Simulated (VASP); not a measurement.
Crystal: HfO2.

```
CELL_PARAMETERS angstrom
5.11800 0.00000 0.00000
0.00000 5.18570 0.00000
-0.85866 0.00000 5.21387
ATOMIC_POSITIONS crystal
Hf 0.27550 0.03970 0.20800
Hf 0.72450 0.53970 0.29200
Hf 0.72450 0.96030 0.79200
Hf 0.27550 0.46030 0.70800
O 0.44870 0.75810 0.48010
O 0.55130 0.25810 0.01990
O 0.55130 0.24190 0.51990
O 0.44870 0.74190 0.98010
O 0.07420 0.33160 0.34670
O 0.92580 0.83160 0.15330
O 0.92580 0.66840 0.65330
O 0.07420 0.16840 0.84670
```

* Program: VASP 6.6.1
* Task: relaxation of cell and atoms
* Functional: PBE
* Potentials or basis: VASP PAW PBE potentials, release 64 (Hf_pv, O)
* Cutoff: 600 eV
* k mesh: 6 × 6 × 6
* Occupations: gaussian, width 0.03 eV
* Spin: no spin polarisation

At the start: pressure 2.4 GPa; volume 11.53 Å³/atom.

Question: Where does the relaxation end?

Answer: Over 24 steps the energy falls by 3.2 meV/atom and the volume is 11.66 Å³/atom (+1.1 %); space group P2_1/c (No. 14, to 0.05 Å).

Step by step:
```csv
step,energy change (eV),largest force (eV/Å),pressure (GPa),volume (Å³)
1,0.0000,0.4574,2.42,138.38
2,0.0035,0.4216,-3.93,141.90
3,-0.0249,0.1883,-0.74,140.06
4,-0.0337,0.1009,0.03,139.66
5,-0.0337,0.1033,0.06,139.64
6,-0.0362,0.0428,0.06,139.64
7,-0.0368,0.0494,0.07,139.64
8,-0.0372,0.0391,0.00,139.75
9,-0.0372,0.0195,0.02,139.72
10,-0.0373,0.0134,-0.07,139.78
11,-0.0373,0.0136,-0.06,139.78
12,-0.0374,0.0124,0.07,139.72
13,-0.0374,0.0128,0.08,139.71
14,-0.0375,0.0126,0.04,139.75
15,-0.0376,0.0155,-0.07,139.83
16,-0.0376,0.0152,-0.06,139.83
17,-0.0377,0.0183,-0.01,139.83
18,-0.0377,0.0305,0.07,139.82
19,-0.0377,0.0250,0.03,139.82
20,-0.0378,0.0202,0.01,139.84
21,-0.0379,0.0205,-0.04,139.88
22,-0.0380,0.0145,0.01,139.87
23,-0.0380,0.0152,0.05,139.85
24,-0.0381,0.0091,-0.02,139.89
```

Final structure:
```
Hf O
1.0
     5.13857    0.00000   -0.01623
     0.00000    5.19039    0.00000
    -0.87871    0.00000    5.24788
Hf O
4 8
Cartesian
  1.2349 0.2213 1.0867
  3.4644 2.8165 1.5211
  3.0250 4.9691 4.1450
  0.7955 2.3739 3.7106
  1.8878 3.9310 2.4981
  2.8114 1.3358 0.1096
  2.3721 1.2594 2.7336
  1.4484 3.8546 5.1220
  0.0425 1.7113 1.8216
  4.6567 4.3065 0.7861
  4.2173 3.4791 3.4100
  -0.3968 0.8839 4.4456
```
